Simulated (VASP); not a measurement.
**BN: single point with PBE0(alpha)**

The system is BN.

```
N B
1.0
     0.00000    1.81300    1.81300
     1.81300    0.00000    1.81300
     1.81300    1.81300    0.00000
N B
1 1
Direct
  0.25000 0.25000 0.25000
  0.00000 0.00000 0.00000
```

The cell is a database's computed one.

| Item | Value |
| --- | --- |
| Program | VASP 6.6.1 |
| Task | single point |
| Functional | PBE0(alpha) |
| Potentials or basis | VASP PAW PBE potentials, release 64 (N, B) |
| Cutoff | 520 eV |
| k mesh | 7 × 7 × 7 |
| Occupations | fermi-dirac, width 0.05 eV |
| Spin | no spin polarisation |

```json
{
 "Pressure": "-3.8 GPa",
 "Band gap on the k mesh": "5.53 eV, indirect (least direct gap 9.77 eV)"
}
```

Levels at points of the mesh, in eV from the valence-band top:
```
           k point  band 1  band 2  band 3  band 4  band 5  band 6  band 7  band 8
(0.00, 0.00, 0.00)  -20.90    0.00    0.00    0.00    9.77    9.77    9.77   11.22
```

It took 88 s on 1 thread of AMD EPYC 9R45 (Zen 5), on a shared host, peak memory 0.09 GiB.

Caveat: the k mesh is coarse (spacing up to 0.43 Å⁻¹), so the values aren't converged, least of all with exact exchange; the PAW data sets were made with another functional, which shifts forces and pressure a little; an odd mesh through Γ misses points on the zone boundary, where band edges often lie.
